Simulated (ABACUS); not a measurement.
## HgTe (Coloradoite): equation of state with PBE

HgTe (Coloradoite):

```
Hg Te
1.0
     0.00000    3.21450    3.21450
     3.21450    0.00000    3.21450
     3.21450    3.21450    0.00000
Hg Te
1 1
Direct
  0.00000 0.00000 0.00000
  0.75000 0.75000 0.75000
```

```json
{
  "Program": "ABACUS 3.10.1",
  "Task": "equation of state",
  "Functional": "PBE",
  "Potentials or basis": "PseudoDojo NC SR 0.4.1 PBE standard",
  "Cutoff": "1129 eV",
  "Density cutoff": "4517 eV",
  "Basis": "plane waves",
  "k mesh": "7 × 7 × 7",
  "Occupations": "fermi-dirac, width 0.05 eV",
  "Spin": "no spin polarisation",
  "Radial cutoff of the potentials (pseudo_rcut)": "10 bohr",
  "SCF threshold on the density": "1e-08",
  "Max SCF steps": "100",
  "Eigensolver": "dav",
  "Mixing": "broyden",
  "Mixing share": "0.7",
  "Symmetry key": "1",
  "Bands": "22"
}
```

```json
{
  "Equilibrium volume": "36.81 Å³/atom (rough: see the caveat)",
  "Bulk modulus": "34 GPa (rough)"
}
```

Energy against volume, from the lowest point:
```csv
volume (Å³/atom),energy (meV/atom)
31.223,119.55
31.887,86.80
32.551,59.95
33.215,38.38
33.880,21.53
34.544,8.88
35.208,0.00
```

All runs of the series together: 75 s on 4 threads of Intel(R) Xeon(R) Platinum 8488C (Sapphire Rapids), on a shared host.

Caveat: the minimum lies outside the volumes run. Spin-orbit coupling is left out, which matters for the levels of Hg, Te.
